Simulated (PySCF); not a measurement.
Compound: ethoxy ethane, C4H10O.
Numbering: `[CH3:1][CH2:2][O:3][CH2:4][CH3:5]` (hydrogens: H6, H7, H8 on C1; H9, H10 on C2; H11, H12 on C4; H13, H14, H15 on C5)

The same species was optimised twice, with GFN2-xTB and with PBE0-D3(BJ)/def2-SVP (PySCF), and the same property calculations (PySCF, gas phase) were run on both structures.

```csv
coordinate,GFN2-xTB,PBE0-D3(BJ)/def2-SVP,change
C5–H15 (Å),1.086,1.100,+0.014
C1–H7 (Å),1.086,1.100,+0.014
C1–H8 (Å),1.086,1.100,+0.014
C5–H13 (Å),1.086,1.100,+0.014
C1–H6 (Å),1.086,1.100,+0.014
C5–H14 (Å),1.087,1.100,+0.013
C4–C5 (Å),1.520,1.510,-0.010
C1–C2 (Å),1.520,1.510,-0.010
O3–C4 (Å),1.408,1.398,-0.010
C2–O3 (Å),1.408,1.398,-0.010
C2–H10 (Å),1.103,1.111,+0.008
C2–H9 (Å),1.103,1.111,+0.008
C4–H11 (Å),1.103,1.111,+0.008
C4–H12 (Å),1.103,1.111,+0.008
H9–C2–H10 (°),107.6,106.2,-1.4
H11–C4–H12 (°),107.6,106.3,-1.3
H14–C5–H15 (°),109.3,108.5,-0.8
H13–C5–H14 (°),109.3,108.5,-0.8
H6–C1–H7 (°),109.3,108.6,-0.7
H6–C1–H8 (°),109.3,108.6,-0.7
C4–C5–H14 (°),110.1,110.8,+0.7
C2–C1–H6 (°),110.1,110.8,+0.7
C1–C2–O3–C4 (°),180,180,0
C2–O3–C4–C5 (°),180,180,0
```

Rotational constants: A = 18069, B = 2248, C = 2105 MHz (GFN2-xTB) against A = 18076, B = 2263, C = 2119 MHz (PBE0-D3(BJ)/def2-SVP). Point groups within 0.08 Å: C2v and C2v.

On the GFN2-xTB structure: HOMO (eV) -7.26 [PBE0/pcSseg-1]; LUMO (eV) 1.61 [PBE0/pcSseg-1]; dipole (D) 1.16 [PBE0/pcSseg-1]; GIAO shielding of C1/C5 (mean) (ppm) 168.8 [PBE0/pcSseg-1]; GIAO shielding of C2/C4 (mean) (ppm) 115.6 [PBE0/pcSseg-1]; GIAO shielding of O3 (ppm) 275.4 [PBE0/pcSseg-1].

Task: What do these properties become on the PBE0-D3(BJ)/def2-SVP structure?

Result: 
```
                                    property          level  on GFN2-xTB  on PBE0-D3(BJ)/def2-SVP  change
                                   HOMO (eV)  PBE0/pcSseg-1        -7.26                    -7.27   -0.01
                                   LUMO (eV)  PBE0/pcSseg-1         1.61                     1.59   -0.02
                                  dipole (D)  PBE0/pcSseg-1         1.16                     1.12   -0.04
energy, GFN2-xTB geometry as zero (kcal/mol)  PBE0/pcSseg-1          0.0                     -0.2    -0.2
        GIAO shielding of C1/C5 (mean) (ppm)  PBE0/pcSseg-1        168.8                    166.9    -1.9
        GIAO shielding of C2/C4 (mean) (ppm)  PBE0/pcSseg-1        115.6                    116.1    +0.5
                  GIAO shielding of O3 (ppm)  PBE0/pcSseg-1        275.4                    276.5    +1.1
```

The heavy atoms differ by 0.009 Å rms after alignment. Among all bonds C1–H6, C1–H7, C1–H8, C5–H13, C5–H14 and C5–H15 change most and about equally (+0.013 to +0.014 Å). Changes are differences of the printed values. Neither structure is proved a minimum here.

The values belong to the conformer `[CH3:1][CH2:2][O:3][CH2:4][CH3:5]`: C1–C2–O3–C4 180°, C2–O3–C4–C5 180°.
